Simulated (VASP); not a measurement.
# CdTe (F-43m) in VASP: notebook

The runs below take CdTe through relaxation of the atoms, with PBE.

All numbers are computed with VASP 6.6.1; they aren't measurements. Logs are shortened: lines on timing, memory, paths and dates and some standing lists are left out, and cuts for length are marked.

## Step 1: The undisturbed crystal

It takes space group F-43m (No. 216, cubic). Conventional cell: a = 6.410 Å, b = 6.410 Å, c = 6.410 Å, α = 90.00°, β = 90.00°, γ = 90.00°. Cd (site symmetry -43m) is surrounded by 4 Te at 2.78 Å. Around Te (site symmetry -43m) lie 4 Cd at 2.78 Å.

## Step 2: Relaxation of the atoms, PBE (a relaxed cell with its volume scaled by 0.94)

Input file INCAR:

```
ALGO = Fast ; EDIFF = 1E-7
EDIFFG = -0.01 ; ENCUT = 600
GGA = PE ; IBRION = 2
ISIF = 2 ; ISMEAR = 0
LASPH = T ; LCHARG = F
LREAL = F ; LWAVE = F
NELM = 80 ; NSW = 40
PREC = Accurate ; SIGMA = 0.03
```

Input file KPOINTS:

```
k-points
0
Gamma
  8 8 8
```

Input file POSCAR:

```
CdTe                                    
1.0
    0.0000000000      3.2435476630      3.2435476630
    3.2435476630      0.0000000000      3.2435476630
    3.2435476630      3.2435476630      0.0000000000
  Cd              Te            
     1     1
Direct
     0.0000000000000000    0.0000000000000000    0.0000000000000000
     0.2500000000000000    0.2500000000000000    0.2500000000000000
```

Potentials or basis: VASP PAW PBE potentials, release 64 (Cd, Te).

Launch:

```sh
> cat potpaw_PBE.64/Cd/POTCAR potpaw_PBE.64/Te/POTCAR > POTCAR
> mpirun -np 1 vasp_std > vasp.out
```

OUTCAR:

```text
EDIFF = 1E-7
   EDIFFG = -0.01
   ENCUT = 600
   GGA = PE
   IBRION = 2
   ISIF = 2
   ISMEAR = 0
   LASPH = T
   LREAL = F
   NELM = 80
   NSW = 40
   PREC = Accurate

 ion  position               nearest neighbor table
   1  0.000  0.000  0.000-   2 2.81   2 2.81   2 2.81   2 2.81
   2  0.250  0.250  0.250-   1 2.81   1 2.81   1 2.81   1 2.81

  LATTYP: Found a face centered cubic cell.
 ALAT       =     6.4870953260

  Lattice vectors:

 A1 = (   0.0000000000,   3.2435476630,   3.2435476630)
 A2 = (   3.2435476630,   0.0000000000,   3.2435476630)
 A3 = (   3.2435476630,   3.2435476630,   0.0000000000)

Analysis of symmetry for initial positions (statically):
=====================================================================
 Subroutine PRICEL returns:
 Original cell was already a primitive cell.

 Routine SETGRP: Setting up the symmetry group for a
 face centered cubic supercell.

 Subroutine GETGRP returns: Found 24 space group operations
 (whereof 24 operations were pure point group operations)
 out of a pool of 48 trial point group operations.

The static configuration has the point symmetry T_d .

Analysis of symmetry for dynamics (positions and initial velocities):
=====================================================================
 Subroutine PRICEL returns:
 Original cell was already a primitive cell.

 Routine SETGRP: Setting up the symmetry group for a
 face centered cubic supercell.

 Subroutine GETGRP returns: Found 24 space group operations
 (whereof 24 operations were pure point group operations)
 out of a pool of 48 trial point group operations.

The dynamic configuration has the point symmetry T_d .

 Subroutine INISYM returns: Found 24 space group operations
 (whereof 24 operations are pure point group operations),
 and found     1 'primitive' translations

----------------------------------------------------------------------------------------

                                     Primitive cell

  volume of cell :      68.2481

  direct lattice vectors                    reciprocal lattice vectors
     0.000000000  3.243547663  3.243547663    -0.154152198  0.154152198  0.154152198
     3.243547663  0.000000000  3.243547663     0.154152198 -0.154152198  0.154152198
     3.243547663  3.243547663  0.000000000     0.154152198  0.154152198 -0.154152198

  length of vectors
     4.587069095  4.587069095  4.587069095     0.266999438  0.266999438  0.266999438

  position of ions in fractional coordinates (direct lattice)
     0.000000000  0.000000000  0.000000000
     0.250000000  0.250000000  0.250000000

  ion indices of the primitive-cell ions
   primitive index   ion index
                 1           1
                 2           2

----------------------------------------------------------------------------------------

 KPOINTS: k-points

Automatic generation of k-mesh.
 Grid dimensions read from file:
 generate k-points for:    8    8    8

 Generating k-lattice:

  Cartesian coordinates                     Fractional coordinates (reciprocal lattice)
    -0.019269025  0.019269025  0.019269025     0.125000000  0.000000000  0.000000000
     0.019269025 -0.019269025  0.019269025     0.000000000  0.125000000  0.000000000
     0.019269025  0.019269025 -0.019269025     0.000000000  0.000000000  0.125000000

  Length of vectors
     0.033374930  0.033374930  0.033374930

  Shift w.r.t. Gamma in fractional coordinates (k-lattice)
     0.000000000  0.000000000  0.000000000

 Subroutine IBZKPT returns following result:
 ===========================================

 Found     29 irreducible k-points:

 Following reciprocal coordinates:
            Coordinates               Weight
  0.000000  0.000000  0.000000      1.000000
  0.125000  0.000000  0.000000      8.000000
  0.250000  0.000000  0.000000      8.000000
  0.375000  0.000000  0.000000      8.000000
  0.500000  0.000000  0.000000      4.000000
  0.125000  0.125000  0.000000      6.000000
[... 16 lines left out ...]
  0.500000  0.250000  0.125000     48.000000
 -0.375000  0.250000  0.125000     24.000000
 [... further k-points ...]
   k-points           NKPTS =     29   k-points in BZ     NKDIM =     29   number of bands    NBANDS=     13
   number of dos      NEDOS =    301   number of ions     NIONS =      2
   total plane-waves  NPLWV =  64000
   dimension x,y,z NGX =    40 NGY =   40 NGZ =   40
   dimension x,y,z NGXF=    80 NGYF=   80 NGZF=   80
   ions per type =               1   1
   NGX,Y,Z   is equivalent  to a cutoff of  14.50, 14.50, 14.50 a.u.
   NGXF,Y,Z  is equivalent  to a cutoff of  28.99, 28.99, 28.99 a.u.
 SYSTEM =  unknown system
   PREC   = accura    normal or accurate (medium, high low for compatibility)
   ISTART =      0    job   : 0-new  1-cont  2-samecut
   ICHARG =      2    charge: 1-file 2-atom 10-const
   ISPIN  =      1    spin polarized calculation?
   LNONCOLLINEAR =      F non collinear calculations
   LSORBIT =      F    spin-orbit coupling
   LASPH  =      T    aspherical Exc in radial PAW
   ENCUT  =  600.0 eV  44.10 Ry    6.64 a.u.   9.16  9.16  9.16*2*pi/ulx,y,z
   NELM   =     80;   NELMIN=  2; NELMDL= -5     # of ELM steps
   EDIFF  = 0.1E-06   stopping-criterion for ELM
   LREAL  =      F    real-space projection
   EDIFFG = -.1E-01   stopping-criterion for IOM
   NSW    =     40    number of steps for IOM
   IBRION =      2    ionic relax: 0-MD 1-quasi-New 2-CG
   NFREE  =      1    steps in history (QN), initial steepest desc. (CG)
   ISIF   =      2    stress and relaxation
   ISYM   =      2    0-nonsym 1-usesym 2-fastsym
   POTIM  = 0.5000    time-step for ionic-motion
   TEBEG  =    0.0;   TEEND  =   0.0 temperature during run
   PSTRESS=    0.0 pullay stress
   NELECT =      18.0000    total number of electrons
   NUPDOWN=      -1.0000    fix difference up-down
   EMIN   =  10.00;   EMAX   =-10.00  energy-range for DOS
   EFERMI =   0.00;   METHOD = LEGACY
   ISMEAR =     0;   SIGMA  =   0.03  broadening in eV -4-tet -1-fermi 0-gaus
   EFERMI_NEDOS =   21; number of points for ismear=-14 and -15
   IALGO  =     68    algorithm
   IMIX   =      4    mixing-type and parameters
     AMIX     =   0.40;   BMIX     =  1.00
     AMIX_MAG =   1.60;   BMIX_MAG =  1.00
  volume/ion in A,a.u.               =      34.12       230.28
  Fermi-wavevector in a.u.,A,eV,Ry     =   1.049870  1.983966 14.996699  1.102226
  Thomas-Fermi vector in A             =   2.184850
   LORBIT       =      0    0 simple, 1 ext, 2 COOP (PROOUT), +10 PAW based schemes
   GGA     = PE    functional components
   LHFCALC =     F    Hartree Fock is set to
   AEXX    =    0.0000 exact exchange contribution
   IVDW    =     0    specifies the selected vdW correction
   LEPSILON=     F    determine dielectric tensor
   LRPA    =     F    only Hartree local field effects (RPA)
 conjugate gradient relaxation of ions
 non-spin polarized calculation
 RMM-DIIS sequential band-by-band and
 Gauss-broadening in eV      SIGMA  =   0.03
  energy-cutoff  :      600.00
  volume of cell :       68.25
 maximum number of plane-waves:      2285
 NGX is ok and might be reduce to    40
   NGX = 19   NGY = 19   NGZ = 19

 number of electron      17.9999998 magnetization

 Free energy of the ion-electron system (eV)
  ---------------------------------------------------
  ext. energy  EPLUGINS =         0.00000000
  ---------------------------------------------------
  free energy    TOTEN  =        -4.77826083 eV

  energy without entropy =       -4.77826083  energy(sigma->0) =       -4.77826083

 E-fermi :   2.4952     XC(G=0):  -8.5718

 val. band max:        2.3210727027   @ k =   0.0000   0.0000   0.0000
 cond. band min:       3.0840003975   @ k =   0.0000   0.0000   0.0000
 fundamental gap:      0.7629276948
 Fermi energy:         2.4951698262

 k-point     1 :       0.0000    0.0000    0.0000
  band No.  band energies     occupation
      1      -8.8358      2.00000
      2      -5.9561      2.00000
      3      -5.9561      2.00000
      4      -5.9561      2.00000
      5      -5.6977      2.00000
      6      -5.6977      2.00000
      7       2.3211      2.00000
      8       2.3211      2.00000
      9       2.3211      2.00000
     10       3.0840      0.00000
     11       6.9255      0.00000
     12       6.9255      0.00000
     13       6.9255      0.00000

 k-point     2 :       0.1250    0.0000    0.0000
  band No.  band energies     occupation
      1      -8.7779      2.00000
      2      -5.9451      2.00000
      3      -5.9451      2.00000
      4      -5.9106      2.00000
      5      -5.6986      2.00000
      6      -5.6986      2.00000
      7       1.0997      2.00000
      8       2.1845      2.00000
      9       2.1845      2.00000
     10       3.9636      0.00000
     11       6.9113      0.00000
     12       7.1362      0.00000
     13       7.1362      0.00000

 k-point     3 :       0.2500    0.0000    0.0000
  band No.  band energies     occupation
      1      -8.6376      2.00000
      2      -5.9207      2.00000
      3      -5.9207      2.00000
      4      -5.7580      2.00000
      5      -5.6981      2.00000
      6      -5.6981      2.00000
      7      -0.3974      2.00000
      8       1.8950      2.00000
      9       1.8950      2.00000
     10       4.3075      0.00000
     11       7.4729      0.00000
     12       7.4729      0.00000
     13       7.6869      0.00000
[... 305 lines left out ...]
 k-point    23 :       0.5000    0.2500    0.1250
  band No.  band energies     occupation
      1      -8.4268      2.00000
      2      -5.8734      2.00000
      3      -5.8634      2.00000
      4      -5.7250      2.00000
      5      -5.6880      2.00000
      6      -5.3889      2.00000
      7      -1.5355      2.00000
      8       0.3868      2.00000
      9       1.2086      2.00000
     10       5.5684      0.00000
     11       6.8854      0.00000
     12       7.7843      0.00000
     13       9.0493      0.00000

 k-point    24 :      -0.3750    0.2500    0.1250
  band No.  band energies     occupation
      1      -8.3832      2.00000
      2      -5.8683      2.00000
      3      -5.8562      2.00000
      4      -5.7131      2.00000
      5      -5.6923      2.00000
      6      -5.2530      2.00000
      7      -1.8996      2.00000
      8       0.2656      2.00000
      9       1.0616      2.00000
     10       5.5521      0.00000
     11       6.9244      0.00000
     12       8.2983      0.00000
     13       9.5041      0.00000

 [... further k-points ...]
[... 5 lines left out ...]
  --------------------------------------------------------------------------------------
  -------------------------------------------------------------------------------------
  Total        1.0798914      1.0798914      1.0798914     -0.0000000      0.0000000      0.0000000
  in kB       25.3512768     25.3512768     25.3512768     -0.0000000      0.0000000      0.0000000
  external PRESSURE =      25.3512768 kB  Pullay stress =       0.0000000 kB

 VOLUME and BASIS-vectors are now :
 -----------------------------------------------------------------------------
  energy-cutoff  :      600.00
  volume of cell :       68.25
      direct lattice vectors                 reciprocal lattice vectors
     0.000000000  3.243547663  3.243547663    -0.154152198  0.154152198  0.154152198
     3.243547663  0.000000000  3.243547663     0.154152198 -0.154152198  0.154152198
     3.243547663  3.243547663  0.000000000     0.154152198  0.154152198 -0.154152198

 POSITION                                       TOTAL-FORCE (eV/Angst)
 -----------------------------------------------------------------------------------
      0.00000      0.00000      0.00000        -0.000000      0.000000     -0.000000
      1.62177      1.62177      1.62177         0.000000     -0.000000      0.000000
 -----------------------------------------------------------------------------------
    total drift:                               -0.000000     -0.000000     -0.000000

  FREE ENERGIE OF THE ION-ELECTRON SYSTEM (eV)
  ---------------------------------------------------
  free  energy   TOTEN  =        -4.7782608261 eV

  energy  without entropy=       -4.7782608261  energy(sigma->0) =       -4.77826083

 reached required accuracy - stopping structural energy minimisation
```

It took 16 s on 1 thread of Intel Xeon 6975P-C (Granite Rapids), shared host; peak memory 0.25 GiB.

What came out:

```yaml
Free_energy: -4.7783 eV
Pressure_after_relaxing: 2.5 GPa
Band_gap_on_the_k_mesh: 0.76 eV, direct
```

Final structure:
```
CELL_PARAMETERS angstrom
0.00000 3.24355 3.24355
3.24355 0.00000 3.24355
3.24355 3.24355 0.00000
ATOMIC_POSITIONS crystal
Cd 0.00000 0.00000 0.00000
Te 0.25000 0.25000 0.25000
```

Levels at points of the mesh, in eV from the valence-band top:
```csv
k point,band 5,band 6,band 7,band 8,band 9,band 10,band 11,band 12,band 13
"(0.00, 0.00, 0.00)",-8.02,-8.02,0.00,0.00,0.00,0.76,4.60,4.60,4.60
"(0.50, 0.00, 0.00)",-8.01,-7.67,-4.41,-0.77,-0.77,1.82,5.19,5.19,7.08
"(0.50, 0.50, 0.00)",-7.99,-7.53,-4.29,-1.85,-1.85,2.61,2.67,8.83,9.12
```

Caveat: the relaxation stopped at its first step, so nothing moved; spin-orbit coupling is left out, which moves the levels of the heavy elements.

## Step 3: Relaxation of the atoms, PBE (a relaxed cell with its volume scaled by 0.96)

INCAR is that of step 2.

KPOINTS is that of step 2.

Input file POSCAR:

```
CdTe                                    
1.0
    0.0000000000      3.2663903006      3.2663903006
    3.2663903006      0.0000000000      3.2663903006
    3.2663903006      3.2663903006      0.0000000000
  Cd              Te            
     1     1
Direct
     0.0000000000000000    0.0000000000000000    0.0000000000000000
     0.2500000000000000    0.2500000000000000    0.2500000000000000
```

Potentials or basis: VASP PAW PBE potentials, release 64 (Cd, Te).

Launch:

```sh
> cat potpaw_PBE.64/Cd/POTCAR potpaw_PBE.64/Te/POTCAR > POTCAR
> mpirun -np 1 vasp_std > vasp.out
```

Run time: 18 s. Hardware: 1 thread of Intel Xeon 6975P-C (Granite Rapids), shared host; peak memory 0.25 GiB.

It converged, with:

- Free energy: -4.7972 eV
- Pressure after relaxing: 1.6 GPa
- Band gap on the k mesh: 0.70 eV, direct

Final structure:
```
Cd Te
1.0
     0.00000    3.26639    3.26639
     3.26639    0.00000    3.26639
     3.26639    3.26639    0.00000
Cd Te
1 1
Cartesian
  0.0000 0.0000 0.0000
  1.6332 1.6332 1.6332
```

Levels at points of the mesh, in eV from the valence-band top:
```tsv
k point	band 7	band 8	band 9	band 10	band 11	band 12
(0.00, 0.00, 0.00)	0.00	0.00	0.00	0.70	4.62	4.62
(0.50, 0.00, 0.00)	-4.29	-0.74	-0.74	1.80	5.20	5.20
(0.50, 0.50, 0.00)	-4.19	-1.78	-1.78	2.66	2.67	8.71
```

Caveat: the relaxation stopped at its first step, so nothing moved; spin-orbit coupling is left out, which moves the levels of the heavy elements.

## Step 4: Relaxation of the atoms, PBE (a relaxed cell with its volume scaled by 0.98)

INCAR is that of step 3.

KPOINTS is that of step 3.

Input file POSCAR:

```
CdTe                                    
1.0
    0.0000000000      3.2889178421      3.2889178421
    3.2889178421      0.0000000000      3.2889178421
    3.2889178421      3.2889178421      0.0000000000
  Cd              Te            
     1     1
Direct
     0.0000000000000000    0.0000000000000000    0.0000000000000000
     0.2500000000000000    0.2500000000000000    0.2500000000000000
```

Launch:

```sh
> cat potpaw_PBE.64/Cd/POTCAR potpaw_PBE.64/Te/POTCAR > POTCAR
> mpirun -np 1 vasp_std > vasp.out
```

Run time: 17 s. Hardware: 1 thread of Intel Xeon 6975P-C (Granite Rapids), shared host; peak memory 0.25 GiB.

Results (log left out):

| Property | Result |
| --- | --- |
| Free energy | -4.8081 eV |
| Pressure after relaxing | 0.8 GPa |
| Band gap on the k mesh | 0.64 eV, direct |

Final structure:
```
Cd Te
1.0
     0.00000    3.28892    3.28892
     3.28892    0.00000    3.28892
     3.28892    3.28892    0.00000
Cd Te
1 1
Direct
  0.00000 0.00000 0.00000
  0.25000 0.25000 0.25000
```

Levels at points of the mesh, in eV from the valence-band top:
| k point | band 6 | band 7 | band 8 | band 9 | band 10 | band 11 | band 12 | band 13 |
| --- | --- | --- | --- | --- | --- | --- | --- | --- |
| (0.00, 0.00, 0.00) | -7.91 | 0.00 | 0.00 | 0.00 | 0.64 | 4.63 | 4.63 | 4.63 |
| (0.50, 0.00, 0.00) | -7.60 | -4.18 | -0.71 | -0.71 | 1.77 | 5.20 | 5.20 | 7.04 |
| (0.50, 0.50, 0.00) | -7.47 | -4.10 | -1.72 | -1.72 | 2.67 | 2.70 | 8.61 | 8.91 |

Caveat: the relaxation stopped at its first step, so nothing moved; spin-orbit coupling is left out, which moves the levels of the heavy elements.

## Step 5: Overview

```tsv
cell	gap on the mesh (eV)	pressure (GPa)
atoms relaxed from: a relaxed cell with its volume scaled by 0.94	0.76	2.5
atoms relaxed from: a relaxed cell with its volume scaled by 0.96	0.70	1.6
atoms relaxed from: a relaxed cell with its volume scaled by 0.98	0.64	0.8
```

Alike in all rows: task relaxation of the atoms; level PBE; potentials or basis VASP PAW PBE potentials, release 64 (Cd, Te); no spin polarisation; k mesh 8 × 8 × 8; cutoff (eV) 600; smearing gaussian 0.03 eV.

Caveats: the relaxation stopped at its first step, so nothing moved; spin-orbit coupling is left out, which moves the levels of the heavy elements.

Total energies depend on the potentials used, so only differences within one code and one set of settings carry meaning.
